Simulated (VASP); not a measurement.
# MgS in VASP: one cell, several levels of theory, part 1 of 2

What does VASP give for zincblende MgS, under +2.0 % strain along z alone, the cell held fixed? Runs: PBE, r2SCAN. This is a trial cell built on a prototype, not taken from a measured structure, and it needn't be the compound's ground state.

The runs shown are made with VASP 6.6.1. PAW datasets, plane waves. The calculation is spin-unpolarised, and the structure need not be a phase that has been made.

**1. The system as given**

The cell comes from an earlier relaxation with r2SCAN in another program, then strained, with the atoms relaxed again.

The symmetry is I-4m2 (No. 119, tetragonal); a = 4.003 Å, c = 5.775 Å in the conventional setting, 23.14 Å³ an atom. Near Mg stand 4 S at 2.47 Å; near S stand 4 Mg at 2.47 Å.

The structure in full:

```xyz
2
Lattice="0.0000 2.8309 2.8875 2.8309 0.0000 2.8875 2.8309 2.8309 0.0000" Properties=species:S:1:pos:R:3 pbc="T T T"
Mg    0.0000    0.0000    0.0000
S     1.4154    1.4154    1.4437
```

**2. PBE at this geometry**

INCAR reads:

```
ENCUT = 520.000000
SIGMA = 0.020000
EDIFF = 1.00e-07
GGA = PE
PREC = Accurate
IBRION = -1
ISIF = 2
ISMEAR = -1
NBANDS = 11
NELM = 120
NSW = 0
LASPH = .TRUE.
LCHARG = .FALSE.
LWAVE = .FALSE.
LREAL = .FALSE.
```

KPOINTS reads:

```
KPOINTS created by Atomic Simulation Environment
0
Gamma
8 8 8
0 0 0
```

KPOINTS_OPT reads:

```
special points
6
Reciprocal
0.0000000000 0.0000000000 0.0000000000 1
-0.5000000000 -0.5000000000 0.0000000000 1
-0.3750000000 -0.3750000000 0.2500000000 1
-0.3750000000 0.0000000000 0.3750000000 1
0.0000000000 0.0000000000 0.5000000000 1
-0.5000000000 -0.2500000000 0.2500000000 1
```

POSCAR reads:

```
Mg S
 1.0000000000000000
     0.0000000000000000    2.8308768411999998    2.8874943781000000
     2.8308768411999998    0.0000000000000000    2.8874943781000000
     2.8308768411999998    2.8308768411999998    0.0000000000000000
 Mg  S
   1   1
Cartesian
  0.0000000000000000  0.0000000000000000  0.0000000000000000
  1.4154384205999997  1.4154384205999997  1.4437471890500000
```

The run uses the recommended PBE PAW datasets (8 valence electrons a neutral cell).

Launch:

```bash
mpirun -np 1 vasp_std
```

Printed to the terminal (iteration lines stand in OSZICAR):

```text
POSCAR found type information on POSCAR MgS
 POSCAR found :  2 types and       2 ions
 LDA part: xc-table for (Slater+PW92), standard interpolation
 POSCAR, INCAR and KPOINTS ok, starting setup
 FFT: planning ... GRIDC
 FFT: planning ... GRID_SOFT
 FFT: planning ... GRID
 WAVECAR not read
 entering main loop
 Start KPOINTS_OPT (optional k-point list driver)
k-point batch [1-6\6]
```

OSZICAR:

```text
N       E                     dE             d eps       ncg     rms          rms(c)
DAV:   1     0.238169211244E+02    0.23817E+02   -0.33423E+03  1338   0.568E+02
DAV:   2    -0.704470892454E+01   -0.30862E+02   -0.29336E+02  1553   0.987E+01
DAV:   3    -0.897706358967E+01   -0.19324E+01   -0.19296E+01  1603   0.265E+01
DAV:   4    -0.899328492899E+01   -0.16221E-01   -0.16220E-01  1587   0.293E+00
DAV:   5    -0.899349045413E+01   -0.20553E-03   -0.20552E-03  1680   0.327E-01    0.399E+00
DAV:   6    -0.849860161748E+01    0.49489E+00   -0.12585E+00  1439   0.413E+00    0.305E+00
DAV:   7    -0.846489172742E+01    0.33710E-01   -0.26738E-01  1562   0.209E+00    0.238E+00
DAV:   8    -0.847264660688E+01   -0.77549E-02   -0.24286E-02  1406   0.936E-01    0.135E+00
DAV:   9    -0.847172314015E+01    0.92347E-03   -0.24818E-03  1493   0.245E-01    0.452E-01
DAV:  10    -0.847193638782E+01   -0.21325E-03   -0.73055E-04  1457   0.126E-01    0.925E-02
DAV:  11    -0.847194233062E+01   -0.59428E-05   -0.55997E-05  1594   0.304E-02    0.600E-02
DAV:  12    -0.847194362929E+01   -0.12987E-05   -0.77288E-06  1499   0.136E-02    0.633E-03
DAV:  13    -0.847194361766E+01    0.11635E-07   -0.34479E-07  1621   0.290E-03
   1 F= -.84719436E+01 E0= -.84719436E+01  d E =-.145267E-11
       N       E                     dE             ncg
DAV:   1     0.733349979889E+03   -0.12255E+04      132
DAV:   2     0.563686648616E+03   -0.16966E+03      147
DAV:   3     0.554751298241E+03   -0.89354E+01      181
DAV:   4     0.554692511188E+03   -0.58787E-01      156
DAV:   5     0.554691683500E+03   -0.82769E-03      194
DAV:   6     0.554691677579E+03   -0.59215E-05      167
DAV:   7     0.554691677521E+03   -0.57485E-07      180
```

The lines after F= are the extra pass for the points of KPOINTS_OPT, at fixed density; their E is not a total energy.

From OUTCAR:

```text
k-points           NKPTS =     59   k-points in BZ     NKDIM =     59   number of bands    NBANDS=     11

   NELECT =       8.0000    total number of electrons

   dimension x,y,z NGX =    30 NGY =   30 NGZ =   30
   dimension x,y,z NGXF=    60 NGYF=   60 NGZF=   60

  energy-cutoff  :      520.00
  volume of cell :       46.28
      direct lattice vectors                 reciprocal lattice vectors
     0.000000000  2.830876841  2.887494378    -0.176623721  0.176623721  0.173160510
     2.830876841  0.000000000  2.887494378     0.176623721 -0.176623721  0.173160510
     2.830876841  2.830876841  0.000000000     0.176623721  0.176623721 -0.173160510

 k-points in reciprocal lattice and weights: KPOINTS created by Atomic Simulation Env
   0.00000000  0.00000000  0.00000000       0.002
   0.12500000  0.00000000  0.00000000       0.016
   0.25000000  0.00000000  0.00000000       0.016
   0.37500000  0.00000000  0.00000000       0.016
   0.50000000  0.00000000  0.00000000       0.008
   0.12500000  0.12500000  0.00000000       0.004
   0.25000000  0.12500000  0.00000000       0.016
   0.37500000  0.12500000  0.00000000       0.016
[... 51 more k-points ...]

 E-fermi :   1.4054

 k-point     1 :       0.0000    0.0000    0.0000
  band No.  band energies     occupation
      1     -10.2612      2.00000
      2       0.9066      2.00000
      3       0.9599      2.00000
      4       0.9599      2.00000
      5       4.3003      0.00000
      6       8.8315      0.00000
      7       8.8472      0.00000
      8       8.8472      0.00000
      9      11.5620      0.00000
     10      11.8952      0.00000
     11      14.4592      0.00000

 k-point     2 :       0.1250    0.0000    0.0000
  band No.  band energies     occupation
      1     -10.1773      2.00000
      2       0.2723      2.00000
      3       0.8676      2.00000
      4       0.9129      2.00000
      5       4.9557      0.00000
      6       8.6429      0.00000
      7       9.0033      0.00000
      8       9.0287      0.00000
      9      11.1453      0.00000
     10      11.4072      0.00000
     11      13.9658      0.00000

 k-point     3 :       0.2500    0.0000    0.0000
  band No.  band energies     occupation
      1      -9.9604      2.00000
      2      -0.8737      2.00000
      3       0.7378      2.00000
      4       0.8064      2.00000
      5       5.8157      0.00000
      6       8.6395      0.00000
      7       9.0053      0.00000
      8       9.1241      0.00000
      9      11.2866      0.00000
     10      11.3543      0.00000
     11      13.1116      0.00000

 k-point     4 :       0.3750    0.0000    0.0000
  band No.  band energies     occupation
      1      -9.7188      2.00000
      2      -1.7763      2.00000
      3       0.6192      2.00000
      4       0.7086      2.00000
      5       6.0065      0.00000
      6       8.6275      0.00000
      7       8.8085      0.00000
      8       9.2078      0.00000
      9      12.5555      0.00000
     10      12.6119      0.00000
     11      13.0973      0.00000

 k-point     5 :       0.5000    0.0000    0.0000
  band No.  band energies     occupation
      1      -9.6097      2.00000
      2      -2.1177      2.00000
      3       0.5728      2.00000
      4       0.6703      2.00000
      5       5.9789      0.00000
      6       8.4667      0.00000
      7       8.6451      0.00000
      8       9.4536      0.00000
      9      13.6694      0.00000
     10      13.9530      0.00000
     11      14.1200      0.00000

 k-point     6 :       0.1250    0.1250    0.0000
  band No.  band energies     occupation
      1     -10.1523      2.00000
      2       0.2433      2.00000
      3       0.7923      2.00000
      4       0.7923      2.00000
      5       5.1604      0.00000
      6       8.3093      0.00000
      7       9.2646      0.00000
      8       9.2646      0.00000
      9      10.1414      0.00000
     10      12.1478      0.00000
     11      15.2159      0.00000

 k-point     7 :       0.2500    0.1250    0.0000
  band No.  band energies     occupation
      1      -9.9818      2.00000
      2      -0.5874      2.00000
      3       0.6383      2.00000
      4       0.6403      2.00000
      5       5.9695      0.00000
      6       8.0516      0.00000
      7       8.9282      0.00000
      8       9.5951      0.00000
      9      10.3453      0.00000
     10      12.2425      0.00000
     11      14.3523      0.00000

 k-point     8 :       0.3750    0.1250    0.0000
  band No.  band energies     occupation
      1      -9.7458      2.00000
      2      -1.4719      2.00000
      3       0.4084      2.00000
      4       0.5463      2.00000
      5       6.4105      0.00000
      6       7.9718      0.00000
      7       8.9175      0.00000
      8       9.4084      0.00000
      9      11.6123      0.00000
     10      13.1372      0.00000
     11      13.8547      0.00000

 k-point     9 :       0.5000    0.1250    0.0000
  band No.  band energies     occupation
      1      -9.5846      2.00000
      2      -1.9641      2.00000
      3       0.2022      2.00000
      4       0.5558      2.00000
      5       6.4933      0.00000
      6       7.7302      0.00000
      7       9.0786      0.00000
      8       9.7134      0.00000
      9      12.8242      0.00000
     10      13.9938      0.00000
     11      14.4592      0.00000

 k-point    10 :      -0.3750    0.1250    0.0000
  band No.  band energies     occupation
      1      -9.6171      2.00000
      2      -1.8626      2.00000
      3       0.1269      2.00000
      4       0.6620      2.00000
      5       6.5587      0.00000
      6       7.9002      0.00000
      7       9.0069      0.00000
      8       9.5009      0.00000
      9      12.2257      0.00000
     10      13.6043      0.00000
     11      14.6954      0.00000

 k-point    11 :      -0.2500    0.1250    0.0000
  band No.  band energies     occupation
      1      -9.8176      2.00000
      2      -1.2183      2.00000
      3       0.2330      2.00000
      4       0.8118      2.00000
      5       6.4643      0.00000
      6       8.3309      0.00000
      7       8.7515      0.00000
      8       9.2468      0.00000
      9      10.7423      0.00000
     10      12.9821      0.00000
     11      13.8929      0.00000

[... the tables of k-points 12 to 59 left out ...]

  Total       -0.0166600     -0.0166600     -0.1504286      0.0000000      0.0000000      0.0000000
  in kB       -0.5767554     -0.5767554     -5.2077222      0.0000000      0.0000000      0.0000000
  external PRESSURE =      -2.1204110 kB  Pullay stress =       0.0000000 kB

 POSITION                                       TOTAL-FORCE (eV/Angst)
 -----------------------------------------------------------------------------------
      0.00000      0.00000      0.00000        -0.000000     -0.000000      0.000000
      1.41544      1.41544      1.44375         0.000000      0.000000     -0.000000
 -----------------------------------------------------------------------------------
    total drift:                               -0.000000     -0.000000      0.000000

  FREE ENERGIE OF THE ION-ELECTRON SYSTEM (eV)
  ---------------------------------------------------
  free  energy   TOTEN  =        -8.4719436177 eV

  energy  without entropy=       -8.4719436177  energy(sigma->0) =       -8.47194362
```

Run time: 28 s. Hardware: 1 MPI rank of Intel Xeon Platinum 8488C, shared host; peak memory 0.2 GiB.

The levels at the points of KPOINTS_OPT are read from vasprun.xml.

Levels at the named points, in eV from the top of band v (v: the last filled band by count, c: the next):

| point | v−1 | v | c | c+1 |
| --- | --- | --- | --- | --- |
| Γ | 0.00 | 0.00 | 3.34 | 7.87 |
| X | -0.96 | -0.96 | 3.91 | 5.70 |
| U | -1.83 | -0.75 | 4.87 | 7.00 |
| K | -1.85 | -0.84 | 4.79 | 6.84 |
| L | -0.39 | -0.29 | 5.02 | 7.51 |
| W | -1.79 | -1.30 | 5.55 | 7.78 |

PBE gives a direct gap of 3.34 eV at Γ. Pressure: -0.21 GPa; the forces vanish within 0.01 eV/Å.

(Continued in part 2 of 2.)
